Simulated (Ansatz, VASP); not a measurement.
**Two plane-wave programs on GePt**

File INCAR:

```
PREC = Accurate ; ENCUT = 600
EDIFF = 1E-6 ; ISMEAR = 0
SIGMA = 0.1 ; LREAL = F
LASPH = T ; NELM = 100
ALGO = Normal ; ISIF = 3
LWAVE = F ; LCHARG = F
GGA = PE ; IBRION = 2
NSW = 90 ; EDIFFG = -0.04
```

The input KPOINTS:

```
Automatic mesh
0
Gamma
  6 6 6
```

POSCAR

```
GePt
1.0
    3.2890073200      0.0000000000      0.0000000000
    0.0000000000      3.2890073200      0.0000000000
    0.0000000000      0.0000000000      3.2890073200
Ge Pt
1 1
Direct
    0.5000000000      0.5000000000      0.5000000000
    0.0000000000      0.0000000000      0.0000000000
```

Input for Ansatz:

```yaml
crystal:
  lattice:
    - [3.28900732, 0.0, 0.0]
    - [0.0, 3.28900732, 0.0]
    - [0.0, 0.0, 3.28900732]
  atoms:
    - { symbol: Ge, position: [0.5, 0.5, 0.5] }
    - { symbol: Pt, position: [0.0, 0.0, 0.0] }
basis:
  ecutwfc: 420
kpoints:
  mp_grid: { grid: [6, 6, 6] }
hamiltonian:
  xc: pbe
scf:
  occupations: { method: gaussian, width: 0.1 }
  lower_state_search: "off"
output:
  forces: true
  stress: true
  eigenvalues: true
relax:
  adjacent_minimum: "off"
  f_tol: 0.04
  max_steps: 70
  cell: { stress_tol: 0.4 }
```

Change from the starting cell: species swapped into the TbRh type (Pm-3m, No. 221).

Alike in both runs: task relaxation of cell and atoms; functional PBE; k mesh 6 × 6 × 6; occupations gaussian, width 0.1 eV; no spin polarisation.

|  | VASP | Ansatz |
| --- | --- | --- |
| version | VASP 6.6.1 | Ansatz 0.2.0 |
| potentials or method | VASP PAW PBE potentials, release 64 (Ge_d, Pt) | scalar-relativistic, plane waves, PAW |
| plane-wave cutoff (eV) | 600 | 420 |
| valence electrons in the cell | 24 | 32 |

Ansatz gave:

```
gap on the k mesh at the Fermi level, each at its own relaxed structure (eV) : none
relaxed volume (Å³/atom)                                                     : 16.32
relaxed cell length with the largest relative difference (Å)                 : 3.196
energy change over the relaxation (meV/atom)                                 : -51
```

Estimate VASP's values.

gap on the k mesh at the Fermi level, each at its own relaxed structure (eV): none; relaxed volume (Å³/atom): 16.31; relaxed cell length with the largest relative difference (Å): 3.195; energy change over the relaxation (meV/atom): -50.

A gap of «none» marks a metal or a gap that the smearing closes. The two sets of potentials don't hold the same shells in valence.

Spin-orbit coupling is left out, which matters for the levels of Pt.
